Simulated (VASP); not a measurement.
# Ca (Cmcm) in VASP: band structure with PBE+ULG

Aim: the band structure of Ca with PBE+ULG.

All numbers are computed with VASP 6.6.1; they aren't measurements. Logs are shortened: lines on timing, memory, paths and dates and some standing lists are left out, and cuts for length are marked.

### Step 1. The structure

Symmetry: Cmcm, No. 63, orthorhombic system. Conventional cell: a = 3.943 Å, b = 6.791 Å, c = 6.509 Å, α = 90.00°, β = 90.00°, γ = 90.00°. Ca (site symmetry m2m) has 12 Ca at 3.93 to 3.98 Å as nearest neighbours.

This isn't the form of Ca at room conditions, which is fcc.

### Step 2. Band structure, PBE+ULG

The input, POSCAR:

```
Ca
3.9262
    0.502082419388     -0.864828633284      0.000000000000
    0.502082419388      0.864828633284      0.000000000000
    0.000000000000      0.000000000000      1.657865554480
Ca
2
Direct
    0.1644134000      0.8355866000      0.7500000000
    0.8355866000      0.1644134000      0.2500000000
```

The input, INCAR.step1:

```
PREC = Accurate
ENCUT = 520
EDIFF = 1E-6
ISMEAR = 1
SIGMA = 0.2
LREAL = False
LASPH = True
NELM = 100
ALGO = Fast
ISIF = 2
LWAVE = False
LCHARG = True
GGA = PE
IVDW = 3
```

The input, KPOINTS.step1:

```
Automatic mesh
0
Gamma
  8 8 4
```

The input, INCAR.step2:

```
PREC = Accurate
ENCUT = 520
EDIFF = 1E-6
ISMEAR = 0
SIGMA = 0.05
LREAL = False
LASPH = True
NELM = 100
ALGO = Fast
ISIF = 2
LWAVE = False
LCHARG = False
GGA = PE
IVDW = 3
ICHARG = 11
```

The input, KPOINTS.step2:

```
path GXSRAZGYX1A1TY,ZT
10
line-mode
reciprocal
 0.0000000000  0.0000000000  0.0000000000  G
 0.3342616420  0.3342616420  0.0000000000  X

 0.3342616420  0.3342616420  0.0000000000  X
 0.0000000000  0.5000000000  0.0000000000  S

 0.0000000000  0.5000000000  0.0000000000  S
 0.0000000000  0.5000000000  0.5000000000  R

 0.0000000000  0.5000000000  0.5000000000  R
 0.3342616420  0.3342616420  0.5000000000  A

 0.3342616420  0.3342616420  0.5000000000  A
 0.0000000000  0.0000000000  0.5000000000  Z

 0.0000000000  0.0000000000  0.5000000000  Z
 0.0000000000  0.0000000000  0.0000000000  G

 0.0000000000  0.0000000000  0.0000000000  G
-0.5000000000  0.5000000000  0.0000000000  Y

-0.5000000000  0.5000000000  0.0000000000  Y
-0.3342616420  0.6657383580  0.0000000000  X1

-0.3342616420  0.6657383580  0.0000000000  X1
-0.3342616420  0.6657383580  0.5000000000  A1

-0.3342616420  0.6657383580  0.5000000000  A1
-0.5000000000  0.5000000000  0.5000000000  T

-0.5000000000  0.5000000000  0.5000000000  T
-0.5000000000  0.5000000000  0.0000000000  Y

 0.0000000000  0.0000000000  0.5000000000  Z
-0.5000000000  0.5000000000  0.5000000000  T
```

Potentials or basis: VASP PAW PBE potentials, release 64 (Ca_sv).

The run is started by

```bash
$ cat potpaw_PBE.64/Ca_sv/POTCAR > POTCAR
$ cp INCAR.step1 INCAR
$ cp KPOINTS.step1 KPOINTS
$ mpirun -np 1 vasp_std > vasp.out
$ cp INCAR.step2 INCAR
$ cp KPOINTS.step2 KPOINTS
$ mpirun -np 1 vasp_std > vasp.out
```

OUTCAR:

```text
PREC = Accurate
   ENCUT = 520
   EDIFF = 1E-6
   ISMEAR = 0
   LREAL = False
   LASPH = True
   NELM = 100
   ISIF = 2
   GGA = PE
   IVDW = 3
   ICHARG = 11
  IVDW =   3

 ion  position               nearest neighbor table
   1  0.164  0.836  0.750-
   2  0.836  0.164  0.250-

  LATTYP: Found a base centered orthorhombic cell.
 ALAT       =     3.9425519900
 B/A-ratio  =     1.7224834009
 C/A-ratio  =     1.6509894496

  Lattice vectors:

 A1 = (   1.9712759950,  -3.3954901800,   0.0000000000)
 A2 = (   1.9712759950,   3.3954901800,   0.0000000000)
 A3 = (   0.0000000000,   0.0000000000,   6.5091117400)

Analysis of symmetry for initial positions (statically):
=====================================================================
 Subroutine PRICEL returns:
 Original cell was already a primitive cell.

 Routine SETGRP: Setting up the symmetry group for a
 base centered orthorhombic supercell.

 Subroutine GETGRP returns: Found  8 space group operations
 (whereof  4 operations were pure point group operations)
 out of a pool of  8 trial point group operations.

The static configuration has the point symmetry C_2h.
 The point group associated with its full space group is D_2h.

Analysis of symmetry for dynamics (positions and initial velocities):
=====================================================================
 Subroutine PRICEL returns:
 Original cell was already a primitive cell.

 Routine SETGRP: Setting up the symmetry group for a
 base centered orthorhombic supercell.

 Subroutine GETGRP returns: Found  8 space group operations
 (whereof  4 operations were pure point group operations)
 out of a pool of  8 trial point group operations.

The dynamic configuration has the point symmetry C_2h.
 The point group associated with its full space group is D_2h.

 Subroutine INISYM returns: Found  8 space group operations
 (whereof  4 operations are pure point group operations),
 and found     1 'primitive' translations

----------------------------------------------------------------------------------------

                                     Primitive cell

  volume of cell :      87.1368

  direct lattice vectors                    reciprocal lattice vectors
     1.971275995 -3.395490180  0.000000000     0.253642819 -0.147254144  0.000000000
     1.971275995  3.395490180  0.000000000     0.253642819  0.147254144  0.000000000
     0.000000000  0.000000000  6.509111740     0.000000000  0.000000000  0.153630793

  length of vectors
     3.926230076  3.926230076  6.509111740     0.293289043  0.293289043  0.153630793

  position of ions in fractional coordinates (direct lattice)
     0.164413400  0.835586600  0.750000000
     0.835586600  0.164413400  0.250000000

  ion indices of the primitive-cell ions
   primitive index   ion index
                 1           1
                 2           2

----------------------------------------------------------------------------------------

 KPOINTS: path GXSRAZGYX1A1TY,ZT

Interpolating k-points between supplied coordinates.

 Line segments in fractional coordinates (reciprocal lattice):
    0.000000  0.000000  0.000000  ...  0.334262  0.334262  0.000000
    0.334262  0.334262  0.000000  ...  0.000000  0.500000  0.000000
    0.000000  0.500000  0.000000  ...  0.000000  0.500000  0.500000
    0.000000  0.500000  0.500000  ...  0.334262  0.334262  0.500000
    0.334262  0.334262  0.500000  ...  0.000000  0.000000  0.500000
    0.000000  0.000000  0.500000  ...  0.000000  0.000000  0.000000
    0.000000  0.000000  0.000000  ... -0.500000  0.500000  0.000000
   -0.500000  0.500000  0.000000  ... -0.334262  0.665738  0.000000
   -0.334262  0.665738  0.000000  ... -0.334262  0.665738  0.500000
   -0.334262  0.665738  0.500000  ... -0.500000  0.500000  0.500000
   -0.500000  0.500000  0.500000  ... -0.500000  0.500000  0.000000
    0.000000  0.000000  0.500000  ... -0.500000  0.500000  0.500000

 Generated    10 points on each line segment, for a total of    120 k-points:

 Following reciprocal coordinates:
            Coordinates               Weight
  0.000000  0.000000  0.000000      0.008333
  0.037140  0.037140  0.000000      0.008333
  0.074280  0.074280  0.000000      0.008333
  0.111421  0.111421  0.000000      0.008333
  0.148561  0.148561  0.000000      0.008333
  0.185701  0.185701  0.000000      0.008333
[... 16 lines left out ...]
  0.000000  0.500000  0.111111      0.008333
  0.000000  0.500000  0.166667      0.008333
 [... further k-points ...]
   k-points           NKPTS =    120   k-points in BZ     NKDIM =    120   number of bands    NBANDS=     14
   number of dos      NEDOS =    301   number of ions     NIONS =      2
   total plane-waves  NPLWV =  43200
   dimension x,y,z NGX =    30 NGY =   30 NGZ =   48
   dimension x,y,z NGXF=    60 NGYF=   60 NGZF=   96
   ions per type =               2
   NGX,Y,Z   is equivalent  to a cutoff of  12.70, 12.70, 12.26 a.u.
   NGXF,Y,Z  is equivalent  to a cutoff of  25.41, 25.41, 24.52 a.u.
 SYSTEM =  unknown system
   PREC   = accura    normal or accurate (medium, high low for compatibility)
   ISTART =      0    job   : 0-new  1-cont  2-samecut
   ICHARG =     11    charge: 1-file 2-atom 10-const
   ISPIN  =      1    spin polarized calculation?
   LNONCOLLINEAR =      F non collinear calculations
   LSORBIT =      F    spin-orbit coupling
   LASPH  =      T    aspherical Exc in radial PAW
   ENCUT  =  520.0 eV  38.22 Ry    6.18 a.u.   7.30  7.30 12.10*2*pi/ulx,y,z
   NELM   =    100;   NELMIN=  2; NELMDL=  0     # of ELM steps
   EDIFF  = 0.1E-05   stopping-criterion for ELM
   LREAL  =      F    real-space projection
   EDIFFG = 0.1E-04   stopping-criterion for IOM
   NSW    =      0    number of steps for IOM
   IBRION =     -1    ionic relax: 0-MD 1-quasi-New 2-CG
   NFREE  =      0    steps in history (QN), initial steepest desc. (CG)
   ISIF   =      2    stress and relaxation
   ISYM   =      2    0-nonsym 1-usesym 2-fastsym
   POTIM  = 0.5000    time-step for ionic-motion
   TEBEG  =    0.0;   TEEND  =   0.0 temperature during run
   PSTRESS=    0.0 pullay stress
   NELECT =      20.0000    total number of electrons
   NUPDOWN=      -1.0000    fix difference up-down
   EMIN   =  10.00;   EMAX   =-10.00  energy-range for DOS
   EFERMI =   0.00;   METHOD = LEGACY
   ISMEAR =     0;   SIGMA  =   0.05  broadening in eV -4-tet -1-fermi 0-gaus
   EFERMI_NEDOS =   21; number of points for ismear=-14 and -15
   IALGO  =     68    algorithm
   IMIX   =      4    mixing-type and parameters
     AMIX     =   0.40;   BMIX     =  1.00
     AMIX_MAG =   1.60;   BMIX_MAG =  1.00
  volume/ion in A,a.u.               =      43.57       294.01
  Fermi-wavevector in a.u.,A,eV,Ry     =   1.002346  1.894159 13.669737  1.004697
  Thomas-Fermi vector in A             =   2.134827
   LORBIT       =      0    0 simple, 1 ext, 2 COOP (PROOUT), +10 PAW based schemes
   GGA     = PE    functional components
   LHFCALC =     F    Hartree Fock is set to
   AEXX    =    0.0000 exact exchange contribution
   IVDW    =     3    specifies the selected vdW correction
   LEPSILON=     F    determine dielectric tensor
   LRPA    =     F    only Hartree local field effects (RPA)
 non-spin polarized calculation
 RMM-DIIS sequential band-by-band and
 Gauss-broadening in eV      SIGMA  =   0.05
  energy-cutoff  :      520.00
  volume of cell :       87.14
 maximum number of plane-waves:      2380
 NGX is ok and might be reduce to    30

 number of electron      20.0000001 magnetization

 Free energy of the ion-electron system (eV)
  ---------------------------------------------------
  ext. energy  EPLUGINS =         0.00000000
  ---------------------------------------------------
  free energy    TOTEN  =        -2.95511185 eV

  energy without entropy =       -2.95199223  energy(sigma->0) =       -2.95355204

 E-fermi :   1.8618     XC(G=0):  -7.6380

 val. band max:        1.8584909547   @ k =  -0.3343   0.6657   0.2778
 cond. band min:       1.8663380854   @ k =  -0.3527   0.6473   0.0000
 fundamental gap:      0.0078471307
 Fermi energy:         1.8618131581

 k-point     1 :       0.0000    0.0000    0.0000
  band No.  band energies     occupation
      1     -40.2553      2.00000
      2     -40.2443      2.00000
      3     -21.2864      2.00000
      4     -21.1959      2.00000
      5     -21.1940      2.00000
      6     -21.1792      2.00000
      7     -21.1791      2.00000
      8     -21.1682      2.00000
      9      -2.1359      2.00000
     10       0.8048      2.00000
     11       1.5993      2.00000
     12       4.0617      0.00000
     13       4.1181      0.00000
     14       4.1401      0.00000

 k-point     2 :       0.0371    0.0371    0.0000
  band No.  band energies     occupation
      1     -40.2548      2.00000
      2     -40.2441      2.00000
      3     -21.2848      2.00000
      4     -21.1978      2.00000
      5     -21.1972      2.00000
      6     -21.1830      2.00000
      7     -21.1800      2.00000
      8     -21.1687      2.00000
      9      -2.0742      2.00000
     10       0.8661      2.00000
     11       1.6076      2.00000
     12       3.9155      0.00000
     13       4.1864      0.00000
     14       4.1999      0.00000

 k-point     3 :       0.0743    0.0743    0.0000
  band No.  band energies     occupation
      1     -40.2536      2.00000
      2     -40.2435      2.00000
      3     -21.2802      2.00000
      4     -21.2081      2.00000
      5     -21.2022      2.00000
      6     -21.1929      2.00000
      7     -21.1826      2.00000
      8     -21.1704      2.00000
      9      -1.8913      2.00000
     10       1.0446      2.00000
     11       1.6345      2.00000
     12       3.6699      0.00000
     13       4.1291      0.00000
     14       4.3173      0.00000
[... 324 lines left out ...]
 k-point    23 :       0.0000    0.5000    0.1111
  band No.  band energies     occupation
      1     -40.2434      2.00000
      2     -40.2398      2.00000
      3     -21.2941      2.00000
      4     -21.2771      2.00000
      5     -21.2317      2.00000
      6     -21.2229      2.00000
      7     -21.1984      2.00000
      8     -21.1936      2.00000
      9       0.7926      2.00000
     10       1.1932      2.00000
     11       2.0692      0.00000
     12       2.2475      0.00000
     13       3.1772      0.00000
     14       3.6955      0.00000

 k-point    24 :       0.0000    0.5000    0.1667
  band No.  band energies     occupation
      1     -40.2433      2.00000
      2     -40.2400      2.00000
      3     -21.2954      2.00000
      4     -21.2793      2.00000
      5     -21.2282      2.00000
      6     -21.2219      2.00000
      7     -21.1993      2.00000
      8     -21.1936      2.00000
      9       0.8314      2.00000
     10       1.2038      2.00000
     11       2.0438      0.00000
     12       2.2339      0.00000
     13       3.1477      0.00000
     14       3.6705      0.00000

 [... further k-points ...]

------------------------ aborting loop because EDIFF is reached ----------------------------------------

  ULGs method for vdW energy calculation

  Number of pair interactions contributing to vdW energy:   18126

  Edisp (eV):   -0.06914

  FORCE on cell =-STRESS in cart. coord.  units (eV):
  Direction    XX          YY          ZZ          XY          YZ          ZX
  --------------------------------------------------------------------------------------
  -------------------------------------------------------------------------------------
  Total       0.50398     2.68004     0.72402     0.00000    -0.00000     0.00000
  in kB       9.26656    49.27769    13.31251     0.00000    -0.00000     0.00000
  external pressure =       23.95 kB  Pullay stress =        0.00 kB

 VOLUME and BASIS-vectors are now :
 -----------------------------------------------------------------------------
  energy-cutoff  :      520.00
  volume of cell :       87.14
      direct lattice vectors                 reciprocal lattice vectors
     1.971275995 -3.395490180  0.000000000     0.253642819 -0.147254144  0.000000000
     1.971275995  3.395490180  0.000000000     0.253642819  0.147254144  0.000000000
     0.000000000  0.000000000  6.509111740     0.000000000  0.000000000  0.153630793

 POSITION                                       TOTAL-FORCE (eV/Angst)
 -----------------------------------------------------------------------------------
      1.97128      2.27896      4.88183         0.000000      0.000282      0.000000
      1.97128     -2.27896      1.62728         0.000000     -0.000282     -0.000000
 -----------------------------------------------------------------------------------
    total drift:                                0.000000     -0.000000      0.000000

  FREE ENERGIE OF THE ION-ELECTRON SYSTEM (eV)
  ---------------------------------------------------
  free  energy   TOTEN  =        -3.0242533239 eV

  energy  without entropy=       -3.0211336982  energy(sigma->0) =       -3.02269351
```

It took 3.7 min on 1 thread of Intel Xeon Platinum 8259CL at 2.50GHz (Skylake/Cascade Lake), shared host; peak memory 0.27 GiB.

Results:

```yaml
Band_gap_along_the_path: none (metal or under the smearing width)
Dispersion_energy_per_atom: -0.035 eV
```

Levels at the corners of the path, in eV from the Fermi level:
```csv
point,band 8,band 9,band 10,band 11,band 12,band 13
Γ,-23.04,-4.01,-1.07,-0.27,2.19,2.25
X,-23.08,-0.23,-0.23,-0.18,0.59,1.41
X,-23.08,-0.23,-0.23,-0.18,0.59,1.41
S,-23.06,-1.11,-0.69,0.22,0.38,1.34
S,-23.06,-1.11,-0.69,0.22,0.38,1.34
R,-23.07,-0.67,-0.67,0.07,0.07,1.43
R,-23.07,-0.67,-0.67,0.07,0.07,1.43
A,-23.07,0.15,0.15,0.36,0.36,0.49
A,-23.07,0.15,0.15,0.36,0.36,0.49
Z,-23.06,-3.03,-3.03,1.33,1.33,2.23
Z,-23.06,-3.03,-3.03,1.33,1.33,2.23
Γ,-23.04,-4.01,-1.07,-0.27,2.19,2.25
Γ,-23.04,-4.01,-1.07,-0.27,2.19,2.25
Y,-23.07,-1.08,-0.68,0.25,0.40,1.30
Y,-23.07,-1.08,-0.68,0.25,0.40,1.30
X1,-23.08,-0.23,-0.23,-0.18,0.59,1.41
X1,-23.08,-0.23,-0.23,-0.18,0.59,1.41
A1,-23.07,0.15,0.15,0.36,0.36,0.49
A1,-23.07,0.15,0.15,0.36,0.36,0.49
T,-23.07,-0.66,-0.66,0.11,0.11,1.41
T,-23.07,-0.66,-0.66,0.11,0.11,1.41
Y,-23.07,-1.08,-0.68,0.25,0.40,1.30
Z,-23.06,-3.03,-3.03,1.33,1.33,2.23
T,-23.07,-0.66,-0.66,0.11,0.11,1.41
```

Caveat: the log is that of the step along the path at fixed density, whose energy, stress, charges and moments have no meaning; atom-pairwise D2, TS and ULG terms overbind metals; pairwise dispersion overbinds metals, which lowers pressure and volume.

### Step 3. For comparison

An earlier run on the cell as given: functional PBE; potentials or basis VASP PAW PBE potentials, release 64 (Ca_sv); cutoff 520 eV; k mesh 8 × 8 × 4; occupations fermi-dirac, width 0.05 eV; no spin polarisation.

* Pressure: -0.4 GPa
* Largest force: 0.016 eV/Å
* Band gap on the k mesh: none (metal or under the smearing width)
